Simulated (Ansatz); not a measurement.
Si:

```
Si
1.0
     0.00000    2.72185    2.72185
     2.72185    0.00000    2.72185
     2.72185    2.72185    0.00000
Si
2
Direct
  0.50000 0.50000 0.50000
  0.75000 0.75000 0.75000
```

| Quantity | Value |
| --- | --- |
| Program | Ansatz 0.2.0 |
| Task | relaxation of cell and atoms |
| Functional | revPBE |
| Dispersion | D3(BJ) |
| Potentials or basis | Ansatz PAW |
| Cutoff | 420 eV (not typed: the program's choice for these potentials) |
| k mesh | 8 × 8 × 8 |
| Occupations | fermi-dirac, width 0.05 eV |
| Spin | no spin polarisation |

At the start: volume 20.16 Å³/atom.

Q: Where does the relaxation end?

A: It ends after 4 steps and the volume is 19.62 Å³/atom (-2.7 %); space group Fd-3m (No. 227, to 0.05 Å).

Step by step:
```tsv
step	energy change (eV)	largest force (eV/Å)	volume (Å³)
1	0.0000	0.0000	40.33
2	-0.0077	0.0000	39.54
3	-0.0084	0.0000	39.23
4	-0.0083	0.0000	39.23
```

Final structure:
```xyz
2
Lattice="0.0000 2.6970 2.6970 2.6970 0.0000 2.6970 2.6970 2.6970 0.0000" Properties=species:S:1:pos:R:3 pbc="T T T"
Si    2.6970    2.6970    2.6970
Si    4.0454    4.0454    4.0454
```

Caveat: the plane-wave basis is chosen anew once the cell has moved, so the energies of steps on either side of that aren't comparable; the PAW data sets come from PBE, with cores solved anew for the run's functional, which leaves a small shift of forces and pressure.
